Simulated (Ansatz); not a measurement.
**Residual resistivity of an alloy: Cr(100) with 4 layers of random Cr-Cu, 2x2**

Wanted: resistance against the alloy's length, first Cr(100) with 4 layers of random Cr-Cu, 2x2.

Program: Ansatz 0.2.0. Level of theory: Ansatz plane-wave DFT, PBE, PAW files; ballistic transport by layer matching (Landauer), zero bias; PAW set soft_1. Results are calculated unless marked as measured.

### 1. The structure

The cell holds 56 atoms: 48 Cr and 8 Cu. Its edges and angles: a = 5.768 Å, b = 5.768 Å, c = 20.187 Å, α = 90.0°, β = 90.0°, γ = 90.0°. It derives from Cr. Regions: lead, 40 atoms (40 Cr); scattering region, 16 atoms (8 Cu and 8 Cr). The structure is stacked along c, and the current runs across the ab planes.

### 2. With 4 alloy layers

In 4 layers a share of 0.5 of the sites is given to Cu at random. The layers about the cell's end stay perfect and serve as the lead. Disorder leaves little or no symmetry, which makes such runs dear. Energies from -0.05 to 0.05 eV in steps of 0.05 eV are too few for the program's thermal sum, so it prints no conductance; for a metal the transmission near the Fermi level serves, at a fraction of the cost.

Input file input.yaml:

```yaml
crystal:
  lattice:
    - [5.7678, 0.0, 0.0]
    - [0.0, 5.7678, 0.0]
    - [0.0, 0.0, 20.1873]
  atoms:
    - { symbol: Cr, position: [0.0, 0.0, 0.0357142857] }
    - { symbol: Cr, position: [0.0, 0.5, 0.0357142857] }
    - { symbol: Cr, position: [0.5, 0.0, 0.0357142857] }
    - { symbol: Cr, position: [0.5, 0.5, 0.0357142857] }
    - { symbol: Cr, position: [0.25, 0.25, 0.1071428571] }
    - { symbol: Cr, position: [0.25, 0.75, 0.1071428571] }
    - { symbol: Cr, position: [0.75, 0.25, 0.1071428571] }
    - { symbol: Cr, position: [0.75, 0.75, 0.1071428571] }
    - { symbol: Cr, position: [0.0, 0.0, 0.1785714286] }
    - { symbol: Cr, position: [0.0, 0.5, 0.1785714286] }
    - { symbol: Cr, position: [0.5, 0.0, 0.1785714286] }
    - { symbol: Cr, position: [0.5, 0.5, 0.1785714286] }
    - { symbol: Cr, position: [0.25, 0.25, 0.25] }
    - { symbol: Cr, position: [0.25, 0.75, 0.25] }
    - { symbol: Cr, position: [0.75, 0.25, 0.25] }
    - { symbol: Cr, position: [0.75, 0.75, 0.25] }
    - { symbol: Cr, position: [0.0, 0.0, 0.3214285714] }
    - { symbol: Cr, position: [0.0, 0.5, 0.3214285714] }
    - { symbol: Cr, position: [0.5, 0.0, 0.3214285714] }
    - { symbol: Cr, position: [0.5, 0.5, 0.3214285714] }
    - { symbol: Cu, position: [0.25, 0.25, 0.3928571429] }
    - { symbol: Cr, position: [0.25, 0.75, 0.3928571429] }
    - { symbol: Cr, position: [0.75, 0.25, 0.3928571429] }
    - { symbol: Cr, position: [0.75, 0.75, 0.3928571429] }
    - { symbol: Cu, position: [0.0, 0.0, 0.4642857143] }
    - { symbol: Cr, position: [0.0, 0.5, 0.4642857143] }
    - { symbol: Cu, position: [0.5, 0.0, 0.4642857143] }
    - { symbol: Cu, position: [0.5, 0.5, 0.4642857143] }
    - { symbol: Cu, position: [0.25, 0.25, 0.5357142857] }
    - { symbol: Cr, position: [0.25, 0.75, 0.5357142857] }
    - { symbol: Cr, position: [0.75, 0.25, 0.5357142857] }
    - { symbol: Cr, position: [0.75, 0.75, 0.5357142857] }
    - { symbol: Cu, position: [0.0, 0.0, 0.6071428571] }
    - { symbol: Cu, position: [0.0, 0.5, 0.6071428571] }
    - { symbol: Cr, position: [0.5, 0.0, 0.6071428571] }
    - { symbol: Cu, position: [0.5, 0.5, 0.6071428571] }
    - { symbol: Cr, position: [0.25, 0.25, 0.6785714286] }
    - { symbol: Cr, position: [0.25, 0.75, 0.6785714286] }
    - { symbol: Cr, position: [0.75, 0.25, 0.6785714286] }
    - { symbol: Cr, position: [0.75, 0.75, 0.6785714286] }
    - { symbol: Cr, position: [0.0, 0.0, 0.75] }
    - { symbol: Cr, position: [0.0, 0.5, 0.75] }
    - { symbol: Cr, position: [0.5, 0.0, 0.75] }
    - { symbol: Cr, position: [0.5, 0.5, 0.75] }
    - { symbol: Cr, position: [0.25, 0.25, 0.8214285714] }
    - { symbol: Cr, position: [0.25, 0.75, 0.8214285714] }
    - { symbol: Cr, position: [0.75, 0.25, 0.8214285714] }
    - { symbol: Cr, position: [0.75, 0.75, 0.8214285714] }
    - { symbol: Cr, position: [0.0, 0.0, 0.8928571429] }
    - { symbol: Cr, position: [0.0, 0.5, 0.8928571429] }
    - { symbol: Cr, position: [0.5, 0.0, 0.8928571429] }
    - { symbol: Cr, position: [0.5, 0.5, 0.8928571429] }
    - { symbol: Cr, position: [0.25, 0.25, 0.9642857143] }
    - { symbol: Cr, position: [0.25, 0.75, 0.9642857143] }
    - { symbol: Cr, position: [0.75, 0.25, 0.9642857143] }
    - { symbol: Cr, position: [0.75, 0.75, 0.9642857143] }
kpoints:
  mp_grid: { grid: [4, 4, 1] }
hamiltonian:
  xc: pbe
  pseudopotentials: { kind: paw, azcp: { folder: soft_1 } }
scf:
  occupations: { method: fermi_dirac, width: 0.1 }
output:
  transmission: { leads: [[0, 4]], kmesh: [8, 8], e_range: [-0.05, 0.05], de: 0.05 }
  write_potential: true
  write_density: true
  volumetric_format: npy
```

Run with:

```bash
$ ansatz run input.yaml --threads 4 --pin off --max-ram 15360MiB --backend cpu --events-out ev --progress --plain --runs-dir out
```

Numbers of over 12 decimals in the logs are rounded to 6 here.

Output:

```text
Engine: ansatz 0.2.0, aarch64-unknown-linux-gnu
Pseudopotentials: kind: paw
Pseudopotential: Cr, paw, valence charge 14, recommended cutoff 420 eV (normal), soft_1/Cr.paw.azcp
Pseudopotential: Cu, paw, valence charge 19, recommended cutoff 420 eV (normal), soft_1/Cu.paw.azcp
Functional definition: PBE
  parameter kappa = 0.804
  parameter beta = 0.066725
  exchange = pbe_x(kappa = kappa, mu = beta*pi^2/3)
  correlation = pbe_c(beta = beta)
Crystal: 56 atoms, lattice volume = 671.581 Å³
Basis set: ecut = 420 eV, 13135 PW (Γ)
Bands: 495, of which v1, the nominal top of the filled ones, is band 412 counted from 1 (411 counted from 0)
Symmetry: 2 space group operations
Space group: Cm (ITA 8), of the structure as read, at distance tolerance 8.8e-5 Å
k-points: 7 of 16 (time reversal used)
Non-local potential: Cr, projectors of the file, l = 0: 3, l = 1: 2, l = 2: 3, l = 3: 1
Non-local potential: Cu, projectors of the file, l = 0: 3, l = 1: 2, l = 2: 3, l = 3: 1
PAW form: soft (Blöchl's): semilocal exchange-correlation on the pseudo side does not see the compensation charge
PAW one-centre angular grid: Cr, 590 points (default); XC on 64 Gauss nodes
PAW one-centre angular grid: Cu, 590 points (default); XC on 64 Gauss nodes
Initial density: superposition of atomic densities (chi_scale 0.1, normalization cell, long waves of neutral atoms (reshape's long-wave potential 4.15 eV rms, cloud 2.71 Å wide))
Initial wavefunctions: pseudopotential atomic-orbital guess
Functional: x = pbe(κ = 0.804, μ = 0.219515), c = pbe(β = 0.066725)
SCF iter   1: F=—  HF=-215289.300971 eV  |F-HF|=—  |Δ(HF+E_count)|=         —  Δρ=7.31e-1  dr2=1.05e4  ethr=3.10e-3  ⟨swp⟩=4.6  Hψ=10809  notcnv=0
preconditioner: auto → Kerker (q_TF=auto, 2.823 Å⁻¹)  [metal: Δε(μ)=0.007 eV  Ē_g=4.122 eV  σ=0.100 eV  W_gap=0.02  n_scr=262 (ndim 8)  ℏωp=27.8 eV  f_vac=0.000  D(μ)=77.05/eV (n_scr^D=1068)]
SCF iter   2: F=—  HF=-215144.743760 eV  |F-HF|=—  |Δ(HF+E_count)|=    1.45e2  Δρ=1.14e-1  dr2=5.06e2  ethr=3.10e-3  ⟨swp⟩=4.0  Hψ=9346  notcnv=0
SCF iter   3: F=—  HF=-215142.928795 eV  |F-HF|=—  |Δ(HF+E_count)|=    1.81e0  Δρ=3.28e-1  dr2=1.37e3  ethr=3.10e-3  ⟨swp⟩=4.7  Hψ=9495  notcnv=0  recentre
SCF iter   4: F=—  HF=-215128.796987 eV  |F-HF|=—  |Δ(HF+E_count)|=    1.41e1  Δρ=7.27e-2  dr2=1.73e2  ethr=3.10e-3  ⟨swp⟩=6.0  Hψ=13134  notcnv=0  defer=25
SCF iter   5: F=—  HF=-215126.654745 eV  |F-HF|=—  |Δ(HF+E_count)|=    2.14e0  Δρ=3.50e-2  dr2=4.78e1  ethr=3.10e-3  ⟨swp⟩=3.4  Hψ=7570  notcnv=0  defer=1
SCF iter   6: F=—  HF=-215125.616744 eV  |F-HF|=—  |Δ(HF+E_count)|=    1.04e0  Δρ=2.47e-2  dr2=9.84e0  ethr=3.10e-3  ⟨swp⟩=3.1  Hψ=5423  notcnv=0
SCF iter   7: F=—  HF=-215125.565850 eV  |F-HF|=—  |Δ(HF+E_count)|=   5.09e-2  Δρ=1.59e-2  dr2=5.31e0  ethr=1.19e-3  ⟨swp⟩=3.0  Hψ=4224  notcnv=0  defer=7
SCF iter   8: F=—  HF=-215125.487118 eV  |F-HF|=—  |Δ(HF+E_count)|=   7.87e-2  Δρ=1.01e-2  dr2=1.46e0  ethr=6.44e-4  ⟨swp⟩=2.7  Hψ=4509  notcnv=0  defer=1
SCF iter   9: F=—  HF=-215125.426428 eV  |F-HF|=—  |Δ(HF+E_count)|=   6.07e-2  Δρ=5.67e-3  dr2=2.26e-1  ethr=1.77e-4  ⟨swp⟩=2.3  Hψ=3968  notcnv=0
SCF iter  10: F=—  HF=-215125.423578 eV  |F-HF|=—  |Δ(HF+E_count)|=   2.85e-3  Δρ=4.87e-3  dr2=1.95e-1  ethr=2.75e-5  ⟨swp⟩=1.9  Hψ=4161  notcnv=0
SCF iter  11: F=—  HF=-215125.408635 eV  |F-HF|=—  |Δ(HF+E_count)|=   1.49e-2  Δρ=1.23e-3  dr2=1.28e-2  ethr=2.37e-5  ⟨swp⟩=2.1  Hψ=5837  notcnv=0
SCF iter  12: F=—  HF=-215125.406871 eV  |F-HF|=—  |Δ(HF+E_count)|=   1.76e-3  Δρ=8.95e-4  dr2=7.94e-3  ethr=1.56e-6  ⟨swp⟩=2.6  Hψ=6842  notcnv=0
SCF iter  13: F=—  HF=-215125.406012 eV  |F-HF|=—  |Δ(HF+E_count)|=   8.60e-4  Δρ=2.97e-4  dr2=6.95e-4  ethr=9.64e-7  ⟨swp⟩=2.9  Hψ=6501  notcnv=0  defer=1
SCF iter  14: F=—  HF=-215125.406021 eV  |F-HF|=—  |Δ(HF+E_count)|=   9.45e-6  Δρ=2.09e-4  dr2=2.12e-4  ethr=8.43e-8  ⟨swp⟩=2.7  Hψ=7007  notcnv=0
SCF iter  15: F=—  HF=-215125.405984 eV  |F-HF|=—  |Δ(HF+E_count)|=   3.69e-5  Δρ=1.89e-4  dr2=2.08e-4  ethr=2.57e-8  ⟨swp⟩=2.3  Hψ=6675  notcnv=0
SCF iter  16: F=—  HF=-215125.405970 eV  |F-HF|=—  |Δ(HF+E_count)|=   1.46e-5  Δρ=4.79e-5  dr2=2.21e-5  ethr=2.52e-8  ⟨swp⟩=2.0  Hψ=6370  notcnv=0
SCF iter  17: F=—  HF=-215125.405775 eV  |F-HF|=—  |Δ(HF+E_count)|=   1.95e-4  Δρ=9.35e-6  dr2=8.33e-7  ethr=2.68e-9  ⟨swp⟩=2.3  Hψ=6264  notcnv=0
SCF iter  18: F=—  HF=-215125.405775 eV  |F-HF|=—  |Δ(HF+E_count)|=   1.08e-7  Δρ=3.73e-6  dr2=1.00e-7  ethr=1.21e-11  ⟨swp⟩=8.0  Hψ=13047  notcnv=0
SCF iter  19: F=—  HF=-215125.405775 eV  |F-HF|=—  |Δ(HF+E_count)|=   2.90e-8  Δρ=5.66e-6  dr2=1.52e-7  ethr=1.21e-11  ⟨swp⟩=3.0  Hψ=6772  notcnv=0
SCF iter  20: F=-215125.405775 eV  HF=-215125.405775 eV  |F-HF|=3.32e-9  |Δ(HF+E_count)|=   2.72e-8  Δρ=9.72e-7  dr2=7.26e-9  ethr=1.21e-11  ⟨swp⟩=1.0  Hψ=9939  notcnv=0
SCF 1 converged in 20 iterations: F = -215125.405775 eV  dr2 = 7.26e-9
  greatest PAW one-centre occupation: 1.000 electrons in one spin orbital (limit 2), on the Cr atom at site 55 (counted from 0), in its partial waves of l = 0
transmission: 60 of 546 steps passed
transmission: 111 of 546 steps passed
[...]
transmission: 546 of 546 steps passed
SCF converged after 20 iterations
Free energy (F): -215125.405775 eV
Harris-Foulkes:  -215125.405775 eV  (|F-HF|=3.32e-9)
Internal energy: -215123.669553 eV  (E = F + TS)
E sigma→0 (E₀):  -215124.537664 eV
Entropy (-TS):   -1.736222 eV (-31.004 meV/atom)
Fermi energy:    18.218841 eV
--- Per-component energies (eV) ---
  E_band       = -10393.863031
  E_kinetic    = 16601.034141
  E_local      = -99430.697365  (includes V_loc(G=0)·N_el)
  E_nonlocal   = 9080.174319
  E_hartree    = 44978.676510
  E_xc         = -6126.487528
  E_vxc        = -7808.772153  (∫ρ·V_xc dr)
  E_paw        = -72961.543421  (= ΣΔE_a)
  E_vpaw       = -18793.020721  (= ΣTr[D̂ρ^β])
  E_aug_tail   = 0.050982  (compensation charges beyond the density's cutoff)
  E_ewald      = -107264.877191
  E_smearing   = -1.736222  (= −TS)
  E_closure    = 0.000000  (closes the sum)
  Σ components = -215125.405775   (vs F -215125.405775, Δ=0.00e0)
--- Band table (eV; the first three rows and the last of 7) ---
  k-point 0: bands = [... 408 lower, 18.1924, 18.2081, 18.2526, 18.2531, 18.2671, 18.2978, 18.3087, 18.3572, ... 79 higher]
  k-point 1: bands = [... 408 lower, 18.1031, 18.1224, 18.1550, 18.1754, 18.2175, 18.2452, 18.2563, 18.2863, ... 79 higher]
  k-point 2: bands = [... 408 lower, 18.1220, 18.1495, 18.1648, 18.2298, 18.2921, 18.3428, 18.3845, 18.4518, ... 79 higher]
  k-point 6: bands = [... 408 lower, 17.9302, 18.0527, 18.1293, 18.1953, 18.2948, 18.3584, 18.4008, 18.4362, ... 79 higher]
--- Transmission ---
  basis      : 293 plane waves across, 26 finite elements along
  points     : 21, standing for a mesh of 8 x 8
  energies   : 3 from -0.050000 to 0.050000 eV about the Fermi level, 0.050000 eV apart; the leads are filled to 0.000000 eV, and channels, transmission and decay are at 0.000000 eV
  crystal 0  : Cr4, at the sites [0, 4], period 1.4419 Å, over 14.42 Å; its Hamiltonian steps by up to 18.0 meV
    offset         : up to 0.0000 Å between an atom of the period and one for which it stands
    channels       : 5.468750e0 a spin
    conductance    : none, the energies end too early or step too widely for 300 K: set another output.transmission.e_range or a lower de, or, where they end at an eighth of basis.ecutwfc, a higher one
    slowest decay  : 0.0269 /Å at (0.5000, 0.3750)
  junction   : crystal 0 to crystal 0, 0.70 to 19.44 Å
    transmission   : 1.669035e0 a spin
    conductance    : none, the energies end too early or step too widely for 300 K: set another output.transmission.e_range or a lower de, or, where they end at an eighth of basis.ecutwfc, a higher one
```

The job ended after 10 min (4 threads of Arm Neoverse V1, shared host; peak memory 6.4 GiB).

This run has no spin polarisation, although Cr can carry a moment.

Numbers from this step:

```
free energy                                    : -215125.4058 eV
energy at zero smearing                        : -215124.5377 eV
Fermi energy                                   : 18.22 eV
cell area                                      : 33.27 Å²
transmission per spin nearest the Fermi level  : 1.669
open channels per spin nearest the Fermi level : 5.469
step of the lead's potential                   : 18 meV
```

Per spin. The transmission, zone mean by energy, zero at the Fermi level:

```csv
energy (eV),"transmission, zone mean"
-0.0500,1.59
0.0000,1.67
0.0500,1.43
```

Per spin. The open channels, zone mean, lead by energy, zero at the Fermi level:

```csv
energy (eV),"open channels, zone mean, lead"
-0.0500,4.88
0.0000,5.47
0.0500,5.28
```

Transmission over k1 and k2. At 0.0000 eV from the Fermi level.

Ten even steps from '0' (0.00) to '9' (5.37):
```
01121211
11134211
22399922
11499941
22299932
11124311
01121211
00121210
```
Columns: k1 (b1) from -0.5 to 0.375; rows upwards: k2 (b2) from -0.5 to 0.375.

Open channels over k1 and k2. At 0.0000 eV from the Fermi level.

Values, 8 rows by 8 columns:
```
 0.0  1.0  3.0  5.0  5.0  5.0  3.0  1.0
 2.0  3.0  2.0  7.0 10.0  7.0  2.0  3.0
 4.0  5.0  7.0 14.0 14.0 14.0  7.0  5.0
 4.0  5.0 10.0 14.0 14.0 14.0 10.0  5.0
 4.0  5.0  7.0 14.0 14.0 14.0  7.0  5.0
 2.0  3.0  2.0  7.0 10.0  7.0  2.0  3.0
 0.0  1.0  3.0  5.0  5.0  5.0  3.0  1.0
 0.0  0.0  2.0  4.0  4.0  4.0  2.0  0.0
```
Columns: k1 (b1) from -0.5 to 0.375; rows upwards: k2 (b2) from -0.5 to 0.375.

Over the solved energies the transmission per spin lies between 1.43 and 1.67, out of 5.21 channels of the lead on average (up to 5.47).

(Continued in part 2 of 2.)

[Logs are printed without paths, hosts, clocks, repeated set-up lines and the standing remarks that a program may print on its own settings, such as how far it seeks lower states.]

[Hosts, paths, dates, database ids (printed as entryN), source tags and the programs' standing remarks are cut or masked in the printed files.]
